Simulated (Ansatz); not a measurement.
## Notes on TiPbO$_{3}$

```
Pb Ti O
1.0
     3.98812    3.98812    0.00000
     0.00000    3.98812    4.12437
     3.98812    0.00000    4.12437
Pb Ti O
2 2 6
Direct
  0.00000 0.00000 0.00000
  0.50000 0.50000 0.50000
  0.23580 0.26420 0.26420
  0.73580 0.76420 0.76420
  0.45800 0.04200 0.04200
  0.95800 0.54200 0.54200
  0.45900 0.54100 0.04100
  0.95900 0.04100 0.54100
  0.45900 0.04100 0.54100
  0.95900 0.54100 0.04100
```

Level: r2SCAN, collinear spin; 500 eV; 5×5×5 Γ-centred mesh; fermi-dirac occupations (width 0.0253 eV); Ansatz 0.2.0, fixed geometry.

The state carries no moments; the state need not be the lowest.

(1) What is the band gap?

(2) Where is the largest force?

(3) What is the character of the valence top and the conduction bottom?

(4) Which element gives electrons and which takes them?

(5) What do density and ELF say about some of the short contacts?

Origin: a database entry at a rescaled volume. Caveats: the input typed no starting moments; no spin-orbit coupling, which can shift this gap by tenths of an eV; the mesh misses a band edge that the path finds.

## Answers

(1) The gap is 2.10 eV, indirect or between spins (the least direct gap found is 2.30 eV). A semilocal functional usually gives too small a gap.

(2) The largest is on Ti3 (and as large on other atoms): 0.61 eV/Å, components (0.00, 0.00, -0.61). It makes 0° with the line to a nearest neighbour, O5 at 1.83 Å, pointing towards it.

(3) Within 0.7 eV of the edges, the states project mainly on O p (87 %) below the gap and on Ti d (87 %) above it.

(4) Bader charges in e: Ti +2.32, Pb +1.44, O -1.27 to -1.22. In the mean Ti gives up most and O takes most.

(5) Ti–O at 1.83 Å: least valence density 0.99 e/Å³ and ELF 0.26 there. Pb–O at 2.64 Å: least valence density 0.23 e/Å³ and ELF 0.12 there, a closed-shell (ionic or weak) contact. Both are smooth PAW fields, read partly inside the augmentation spheres.
